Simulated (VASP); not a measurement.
# WC (Qusongite) (P-6m2) in VASP: a series of runs

One crystal, WC (Qusongite), is run at these levels: LDA; tasks: single point.

Everything below comes from runs of VASP 6.6.1. Logs are shortened: lines on timing, memory, paths and dates and some standing lists are left out, and cuts for length are marked.

## Step 1: The structure

The structure is hexagonal, space group P-6m2 (No. 187). The conventional cell has a = 2.907 Å, b = 2.907 Å, c = 2.837 Å, α = 90.00°, β = 90.00°, γ = 120.00°. W (site symmetry -6m2) is surrounded by 6 C at 2.20 Å. Around C (site symmetry -6m2) lie 6 W at 2.20 Å.

## Step 2: Single point, LDA, non-collinear spin, zero start, spin-orbit coupling

INCAR reads:

```
PREC     = Accurate       # precision mode
ENCUT    = 520            # plane-wave cutoff, eV
EDIFF    = 1E-6           # SCF threshold, eV
ISMEAR   = -1             # smearing method
SIGMA    = 0.1            # smearing width, eV
LREAL    = False          # projectors in reciprocal space
LASPH    = True           # aspherical terms in the spheres
NELM     = 150            # most SCF steps
ALGO     = Normal         # electronic algorithm
ISIF     = 2              # what is computed and relaxed
LWAVE    = False          # write WAVECAR
LCHARG   = False          # write CHGCAR
LNONCOLLINEAR= True           # non-collinear magnetism
MAGMOM   = 0 0 0 0 0 0    # initial moments
LORBIT   = 11             # projections on sites
LSORBIT  = True           # spin-orbit coupling
GGA_COMPAT= False        
LORBMOM  = True         
LMAXMIX  = 4              # l up to which the mixer works
NBANDS   = 30             # bands
```

KPOINTS reads:

```
regular mesh
0
Gamma
  9 9 8
```

POSCAR reads:

```
WC
1.0
    2.9065000000      0.0000000000      0.0000000000
   -1.4532500000      2.5171030000      0.0000000000
    0.0000000000      0.0000000000      2.8366000000
W C
1 1
Direct
    0.0000000000      0.0000000000      0.0000000000
    0.6666666667      0.3333333333      0.5000000000
```

Potentials or basis: VASP PAW LDA potentials, release 64 (W_sv, C).

The run is started by

```sh
> cat potpaw_LDA.64/W_sv/POTCAR potpaw_LDA.64/C/POTCAR > POTCAR
> mpirun -np 1 vasp_ncl > vasp.out
```

OUTCAR:

```text
PREC = Accurate
   ENCUT = 520
   EDIFF = 1E-6
   ISMEAR = -1
   LREAL = False
   LASPH = True
   NELM = 150
   ISIF = 2
   LNONCOLLINEAR = True
   LORBIT = 11
   LSORBIT = True

 ion  position               nearest neighbor table
   1  0.000  0.000  0.000-   2 2.20   2 2.20   2 2.20   2 2.20   2 2.20   2 2.20
   2  0.667  0.333  0.500-   1 2.20   1 2.20   1 2.20   1 2.20   1 2.20   1 2.20

  LATTYP: Found a hexagonal cell.
 ALAT       =     2.9065000000
 C/A-ratio  =     0.9759504559

  Lattice vectors:

 A1 = (   2.9065000000,   0.0000000000,   0.0000000000)
 A2 = (  -1.4532500000,   2.5171030000,   0.0000000000)
 A3 = (   0.0000000000,   0.0000000000,   2.8366000000)

Analysis of symmetry for initial positions (statically):
=====================================================================
 Subroutine PRICEL returns:
 Original cell was already a primitive cell.

 Routine SETGRP: Setting up the symmetry group for a
 hexagonal supercell.

 Subroutine GETGRP returns: Found 12 space group operations
 (whereof 12 operations were pure point group operations)
 out of a pool of 24 trial point group operations.

The static configuration has the point symmetry D_3h.

Analysis of symmetry for dynamics (positions and initial velocities):
=====================================================================
 Subroutine PRICEL returns:
 Original cell was already a primitive cell.

 Routine SETGRP: Setting up the symmetry group for a
 hexagonal supercell.

 Subroutine GETGRP returns: Found 12 space group operations
 (whereof 12 operations were pure point group operations)
 out of a pool of 24 trial point group operations.

The dynamic configuration has the point symmetry D_3h.

Analysis of structural, dynamic, and magnetic symmetry:
=====================================================================
 Subroutine PRICEL returns:
 Original cell was already a primitive cell.

 Routine SETGRP: Setting up the symmetry group for a
 hexagonal supercell.

 Subroutine GETGRP returns: Found 12 space group operations
 (whereof 12 operations were pure point group operations)
 out of a pool of 24 trial point group operations.

The overall configuration has the point symmetry D_3h.

 Subroutine INISYM returns: Found 12 space group operations
 (whereof 12 operations are pure point group operations),
 and found     1 'primitive' translations

----------------------------------------------------------------------------------------
[... 971 lines left out ...]
 -----------------------------------------------------------------------------------
    total drift:                               -0.000000      0.000001     -0.000000

  FREE ENERGIE OF THE ION-ELECTRON SYSTEM (eV)
  ---------------------------------------------------
  free  energy   TOTEN  =       -25.4611961163 eV

  energy  without entropy=      -25.4499570535  energy(sigma->0) =      -25.45557658

 orbital moment (x)

 # of ion     p       d       tot
 ----------------------------------------
  1        -0.000   0.000   0.000
  2         0.000   0.000   0.000
 ----------------------------------------
           -0.000   0.000   0.000

 orbital moment (y)

 # of ion     p       d       tot
 ----------------------------------------
  1        -0.000   0.000   0.000
  2        -0.000   0.000  -0.000
 ----------------------------------------
           -0.000   0.000   0.000

 orbital moment (z)

 # of ion     p       d       tot
 ----------------------------------------
  1         0.000   0.000   0.000
  2         0.000   0.000   0.000
 ----------------------------------------
            0.000   0.000   0.000

 Spin-Orbit-Coupling matrix elements

 Ion:    1  E_soc:     -1.5096714
 l=   1
     0.0000000    -0.2214344    -0.2253824
    -0.2214344     0.0000000    -0.2214344
    -0.2253824    -0.2214344     0.0000000
 l=   2
     0.0000000    -0.0054571     0.0000000    -0.0054571    -0.0269893
    -0.0054571     0.0000000    -0.0164175    -0.0049319    -0.0054571
     0.0000000    -0.0164175     0.0000000    -0.0164175     0.0000000
    -0.0054571    -0.0049319    -0.0164175     0.0000000    -0.0054571
    -0.0269893    -0.0054571     0.0000000    -0.0054571     0.0000000
 l=   3
     0.0000000     0.0000000     0.0000000     0.0000000     0.0000000     0.0000000     0.0000000
     0.0000000     0.0000000     0.0000000     0.0000000     0.0000000     0.0000000     0.0000000
     0.0000000     0.0000000     0.0000000     0.0000000     0.0000000     0.0000000     0.0000000
     0.0000000     0.0000000     0.0000000     0.0000000     0.0000000     0.0000000     0.0000000
     0.0000000     0.0000000     0.0000000     0.0000000     0.0000000     0.0000000     0.0000000
     0.0000000     0.0000000     0.0000000     0.0000000     0.0000000     0.0000000     0.0000000
     0.0000000     0.0000000     0.0000000     0.0000000     0.0000000     0.0000000     0.0000000

 Ion:    2  E_soc:     -0.0002922
 l=   1
     0.0000000    -0.0000502    -0.0000457
    -0.0000502     0.0000000    -0.0000502
    -0.0000457    -0.0000502     0.0000000
 l=   2
     0.0000000     0.0000000     0.0000000     0.0000000     0.0000000
     0.0000000     0.0000000     0.0000000     0.0000000     0.0000000
     0.0000000     0.0000000     0.0000000     0.0000000     0.0000000
     0.0000000     0.0000000     0.0000000     0.0000000     0.0000000
     0.0000000     0.0000000     0.0000000     0.0000000     0.0000000
 l=   3
     0.0000000     0.0000000     0.0000000     0.0000000     0.0000000     0.0000000     0.0000000
     0.0000000     0.0000000     0.0000000     0.0000000     0.0000000     0.0000000     0.0000000
     0.0000000     0.0000000     0.0000000     0.0000000     0.0000000     0.0000000     0.0000000
     0.0000000     0.0000000     0.0000000     0.0000000     0.0000000     0.0000000     0.0000000
     0.0000000     0.0000000     0.0000000     0.0000000     0.0000000     0.0000000     0.0000000
     0.0000000     0.0000000     0.0000000     0.0000000     0.0000000     0.0000000     0.0000000
     0.0000000     0.0000000     0.0000000     0.0000000     0.0000000     0.0000000     0.0000000

 total charge

# of ion       s       p       d       tot
------------------------------------------
    1        2.350   6.427   3.452  12.229
    2        0.845   1.572   0.000   2.417
--------------------------------------------------
tot          3.195   7.999   3.452  14.646

 magnetization (x)

# of ion       s       p       d       tot
------------------------------------------
    1        0.000   0.000   0.000   0.000
    2       -0.000   0.000   0.000  -0.000
--------------------------------------------------
tot         -0.000   0.000   0.000   0.000

 magnetization (y)

# of ion       s       p       d       tot
------------------------------------------
    1       -0.000   0.000   0.000   0.000
    2        0.000  -0.000   0.000  -0.000
--------------------------------------------------
tot         -0.000  -0.000   0.000   0.000

 magnetization (z)

# of ion       s       p       d       tot
------------------------------------------
    1       -0.000  -0.000   0.000   0.000
    2        0.000   0.000   0.000   0.000
--------------------------------------------------
tot         -0.000  -0.000   0.000   0.000
```

OSZICAR:

```text
N       E                     dE             d eps       ncg     rms          rms(c)
DAV:   1     0.172768392921E+03    0.17277E+03   -0.93356E+03  5708   0.136E+03
DAV:   2    -0.189095986134E+02   -0.19168E+03   -0.18407E+03  6176   0.424E+02
DAV:   3    -0.284479584378E+02   -0.95384E+01   -0.93640E+01  6770   0.911E+01
DAV:   4    -0.285662844073E+02   -0.11833E+00   -0.11820E+00  6090   0.105E+01
DAV:   5    -0.285672238375E+02   -0.93943E-03   -0.93942E-03  6512   0.104E+00    0.326E+01
DAV:   6    -0.255629168759E+02    0.30043E+01   -0.54848E+00  6624   0.277E+01    0.822E+00
DAV:   7    -0.255002392471E+02    0.62678E-01   -0.62115E-01  5914   0.655E+00    0.654E+00
DAV:   8    -0.254633992086E+02    0.36840E-01   -0.88223E-02  6220   0.232E+00    0.161E+00
DAV:   9    -0.254614444125E+02    0.19548E-02   -0.31840E-03  6160   0.447E-01    0.392E-01
DAV:  10    -0.254612774208E+02    0.16699E-03   -0.89241E-04  6364   0.239E-01    0.105E-01
DAV:  11    -0.254611965941E+02    0.80827E-04   -0.11312E-04  6328   0.140E-01    0.318E-02
DAV:  12    -0.254611961163E+02    0.47775E-06   -0.74202E-06  6344   0.275E-02
   1 F= -.25461196E+02 E0= -.25455577E+02  d E =-.112391E-01  mag=    -0.0000    -0.0000     0.0000
```

stdout:

```text
POSCAR found type information on POSCAR W C
 POSCAR found :  2 types and       2 ions
 scaLAPACK will be used
 LDA part: xc-table for (Slater(with rela. corr.)+CA(PZ))
 , standard interpolation
 POSCAR, INCAR and KPOINTS ok, starting setup
 FFT: planning ... GRIDC
 FFT: planning ... GRID_SOFT
 FFT: planning ... GRID
 WAVECAR not read
 entering main loop
```

It took 40 s on 1 thread of Intel Xeon Platinum 8559C (Emerald Rapids), shared host; peak memory 0.23 GiB.

What came out:

```
Free energy                                           : -25.4612 eV
Pressure                                              : -6.7 GPa
Net moment                                            : 0.00 μB per cell
Valence electrons inside the program's atomic spheres : W 12.23; C 2.42
```

Moments on the atoms (μB; x, y, z):
```
W   0.00 0.00 0.00
C   0.00 0.00 0.00
```

## Step 3: Single point, LDA

INCAR reads:

```
PREC = Accurate
ENCUT = 520
EDIFF = 1E-7
ISMEAR = -1
SIGMA = 0.1
LREAL = False
LASPH = True
NELM = 100
ALGO = Normal
ISIF = 2
LWAVE = False
LCHARG = False
NBANDS = 16
```

KPOINTS is that of step 2.

POSCAR is that of step 2.

Potentials or basis: VASP PAW LDA potentials, release 64 (W_sv, C).

The run is started by

```sh
> cat potpaw_LDA.64/W_sv/POTCAR potpaw_LDA.64/C/POTCAR > POTCAR
> mpirun -np 1 vasp_std > vasp.out
```

Wall time 6.8 s (1 thread of Intel Xeon Platinum 8559C (Emerald Rapids), shared host); peak memory 0.14 GiB.

The run converged. Its results:

```
Free energy            : -24.6976 eV
Pressure               : -7.3 GPa
Band gap on the k mesh : none (metal or under the smearing width)
```

Stress tensor (GPa, compression positive):
```
-6.50  0.00  0.00
 0.00 -6.50  0.00
 0.00  0.00 -8.88
```

Levels at points of the mesh, in eV from the Fermi level:
```tsv
k point	band 5	band 6	band 7	band 8	band 9	band 10	band 11	band 12	band 13	band 14
(0.00, 0.00, 0.00)	-14.32	-4.36	-3.37	-3.37	0.08	3.14	3.14	5.56	5.56	6.47
(0.00, 0.00, 0.50)	-10.23	-8.64	-2.07	-2.07	-0.65	-0.65	3.61	4.45	4.45	9.93
```

The run has no spin-orbit coupling, so splittings on W are missing.
